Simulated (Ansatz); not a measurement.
**Al: equation of state with PBEsol**

**Experimental background.**

“The interpretation of polycrystalline coherent inelastic neutron scattering from aluminium”, 2013, pmc:3831299 quotes, for a bulk crystal of Al: bulk modulus 76.9 GPa.

Al:

```
Al
1.0
     0.00000    2.02481    2.02481
     2.02481    0.00000    2.02481
     2.02481    2.02481    0.00000
Al
1
Direct
  0.00000 0.00000 0.00000
```

- Program: Ansatz 0.2.0
- Task: equation of state
- Functional: PBEsol
- Potentials or basis: all-electron LAPW, scalar-relativistic
- Basis error allowed: 0.001 eV/atom
- k mesh: 11 × 11 × 11
- Occupations: fermi-dirac, width 0.05 eV
- Spin: no spin polarisation

| Quantity | Value |
| --- | --- |
| Equilibrium volume | 16.20 Å³/atom |
| Bulk modulus | 83 GPa |
| Pressure derivative of the bulk modulus | 4.4 |

Energy against volume, from the lowest point:
| volume (Å³/atom) | energy (meV/atom) |
| --- | --- |
| 15.607 | 5.99 |
| 15.939 | 1.07 |
| 16.271 | 0.00 |
| 16.603 | 2.38 |
| 16.935 | 7.87 |
| 17.267 | 16.11 |
| 17.599 | 26.83 |

All runs of the series together: 16 s on 1 thread of AMD EPYC 7R43 64-Core Processor (Zen 3), on a shared host.

Against the measured bulk modulus of Al, 76.9 GPa (quoted in “The interpretation of polycrystalline coherent inelastic neutron scattering from aluminium”, 2013, pmc:3831299), the calculated 83 GPa is off by +8.1 %. The fit is for a static lattice scaled at fixed shape and fixed fractional positions. The cell as given is a measured one (16.60 Å³/atom); PBEsol puts the equilibrium volume -2.4 % from it, thermal expansion not counted.
